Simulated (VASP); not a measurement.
# Settings for Pt: density of states

Pt, Im-3m (no. 229), 1 atom in the cell. PBEsol; PAW potentials Pt (PBE set). VASP 6.6.1.

Wanted: density of states by 0.5 eV bins within 8 %; centre of the states within 12 eV below the valence top within 0.03 eV; states at the Fermi level within 8 %.

What the run is for: density of states; Accuracy asked: standard; k mesh of the density: 13 × 13 × 13.

POSCAR:
```
Pt
1.0
   -1.5842200000      1.5842200000      1.5842200000
    1.5842200000     -1.5842200000      1.5842200000
    1.5842200000      1.5842200000     -1.5842200000
Pt
1
Direct
    0.0000000000      0.0000000000      0.0000000000
```

The series start from Plane-wave cutoff (eV): 260; k-point mesh: 16 × 16 × 16; Energy points (NEDOS): 2001; Occupations for the DOS: ISMEAR=-5; Electronic threshold (eV): 1e-6; Precision mode (PREC): Accurate. Each series keeps the choices made before it, and each single choice may use up half of a tolerance. Times cover all steps of a run.

## Plane-wave cutoff (eV)

| Plane-wave cutoff (eV) | Density of states by 0.5 eV bins, largest deviation against the largest value | Centre of the states within 12 eV below the valence top (eV) | States at the Fermi level (states/eV/atom) | Time (s) |
|---|---|---|---|---|
| 180 | 7.4 % | -3.095 | 1.155 | 18 |
| 230 | 2.2 % | -3.134 | 1.102 | 23 |
| 260 | 1.7 % | -3.133 | 1.104 | 25 |
| 300 | 1.7 % | -3.132 | 1.104 | 26 |
| 370 | 0.32 % | -3.132 | 1.104 | 34 |
| 460 (reference) | 0 % | -3.131 | 1.104 | 51 |

Chosen: 230, the loosest value from which every tighter one stays within half of the tolerance.

## k-point mesh

| k-point mesh | Density of states by 0.5 eV bins, largest deviation against the largest value | Centre of the states within 12 eV below the valence top (eV) | States at the Fermi level (states/eV/atom) | Time (s) |
|---|---|---|---|---|
| 7 × 7 × 7 | 17 % | -3.161 | 1.181 | 12 |
| 9 × 9 × 9 | 7.1 % | -3.124 | 1.026 | 12 |
| 11 × 11 × 11 | 9.8 % | -3.116 | 1.121 | 14 |
| 13 × 13 × 13 | 6.9 % | -3.142 | 1.125 | 16 |
| 16 × 16 × 16 | 2.5 % | -3.134 | 1.102 | 23 |
| 19 × 19 × 19 | 1.4 % | -3.126 | 1.092 | 25 |
| 24 × 24 × 24 | 0.5 % | -3.128 | 1.036 | 42 |
| 29 × 29 × 29 (reference) | 0 % | -3.128 | 1.013 | 66 |

Chosen: 24 × 24 × 24.

## Energy points (NEDOS)

| Energy points (NEDOS) | Density of states by 0.5 eV bins, largest deviation against the largest value | Centre of the states within 12 eV below the valence top (eV) | States at the Fermi level (states/eV/atom) | Time (s) |
|---|---|---|---|---|
| 301 | 18 % | -3.079 | 1.036 | 39 |
| 501 | 4.4 % | -3.127 | 1.047 | 39 |
| 1001 | 1.2 % | -3.128 | 1.039 | 43 |
| 2001 | 0.15 % | -3.128 | 1.036 | 42 |
| 4001 (reference) | 0 % | -3.128 | 1.038 | 43 |

Chosen: 1001.

## Occupations for the DOS

| Occupations for the DOS | Density of states by 0.5 eV bins, largest deviation against the largest value | Centre of the states within 12 eV below the valence top (eV) | States at the Fermi level (states/eV/atom) | Time (s) |
|---|---|---|---|---|
| ISMEAR=-5 | 0 % | -3.128 | 1.039 | 43 |
| ISMEAR=-4 | 0 % | -3.128 | 1.039 | 42 |
| ISMEAR=0 SIGMA=0.05 | 3.9 % | -3.140 | 1.261 | 29 |
| ISMEAR=0 SIGMA=0.1 | 3 % | -3.134 | 1.252 | 29 |
| ISMEAR=-15 SIGMA=0.025 | 0.067 % | -3.128 | 1.039 | 42 |
| ISMEAR=1 SIGMA=0.1 | 4.6 % | -3.138 | 1.318 | 27 |

Chosen: ISMEAR=-5; no other choice that stays within half of the tolerance saves 30 % of the time.

## Electronic threshold (eV)

| Electronic threshold (eV) | Density of states by 0.5 eV bins, largest deviation against the largest value | Centre of the states within 12 eV below the valence top (eV) | States at the Fermi level (states/eV/atom) | Time (s) |
|---|---|---|---|---|
| 0.001 | 0.018 % | -3.128 | 1.039 | 36 |
| 0.0001 | 0.0035 % | -3.128 | 1.039 | 36 |
| 1e-5 | 0.0035 % | -3.128 | 1.039 | 39 |
| 1e-6 (reference) | 0 % | -3.128 | 1.039 | 43 |

Chosen: 0.001.

## Precision mode (PREC)

| Precision mode (PREC) | Density of states by 0.5 eV bins, largest deviation against the largest value | Centre of the states within 12 eV below the valence top (eV) | States at the Fermi level (states/eV/atom) | Time (s) |
|---|---|---|---|---|
| Normal | 0.31 % | -3.126 | 1.042 | 32 |
| Accurate (reference) | 0 % | -3.128 | 1.039 | 36 |

Chosen: Normal.

## All choices together

| Input | Density of states by 0.5 eV bins, largest deviation against the largest value | Centre of the states within 12 eV below the valence top (eV) | States at the Fermi level (states/eV/atom) | Time (s) |
|---|---|---|---|---|
| defaults for smearing, thresholds and mesh (naive) | 76 % | -2.861 | 1.602 | 13 |
| chosen settings | 1.1 % | -3.126 | 1.042 | 32 |
| reference settings throughout | 0 % | -3.127 | 1.014 | 128 |

The tolerance is met.

## The input

INCAR.step1:
```
SYSTEM = Pt
  GGA = PS
  ISMEAR = 1
  SIGMA = 0.1
  LWAVE = .False.
  LCHARG = .True.
  NBANDS = 19
  PREC = Normal
  LASPH = .True.
  LREAL = .False.
  ALGO = Normal
  EDIFF = 0.001
  NELM = 120
  GGA_COMPAT = .False.
  ENCUT = 230
  LMAXMIX = 4
```

INCAR.step2, as INCAR.step1 but for:
```
- ISMEAR = 1
- SIGMA = 0.1
- LCHARG = .True.
+ ISMEAR = -5
+ LCHARG = .False.
+ NEDOS = 1001
+ LORBIT = 11
+ EMIN = -7.0464
+ EMAX = 17.9536
+ ICHARG = 11
```

KPOINTS.step1:
```
k-points
0
Gamma
  13 13 13
```

KPOINTS.step2:
```
Automatic mesh
0
Gamma
  24 24 24
  0 0 0
```

Commands (each step's output is kept before the next begins):
```
cat potpaw_PBE.64/Pt/POTCAR > POTCAR
cp INCAR.step1 INCAR
cp KPOINTS.step1 KPOINTS
mpirun -np 1 vasp_std > vasp.out
cp INCAR.step2 INCAR
cp KPOINTS.step2 KPOINTS
mpirun -np 1 vasp_std > vasp.out
```

The chosen input took VASP 6.6.1 32 s on 1 core (AMD EPYC 9R45 (Zen 5)), a shared host.

## An input that fails: broad smearing on a coarse energy grid

It runs to its end, but against the unchanged starting input it is off by 17 % in the density of states by 0.5 eV bins, 0.060 eV in the centre of the states within 12 eV below the valence top, 11 % in the states at the Fermi level.

Changes against the starting input:
```
(step 2)
- ISMEAR = -5
- NELM = 120
- NEDOS = 2001
+ ISMEAR = 0
+ NELM = 90
+ NEDOS = 301
+ SIGMA = 0.5
```
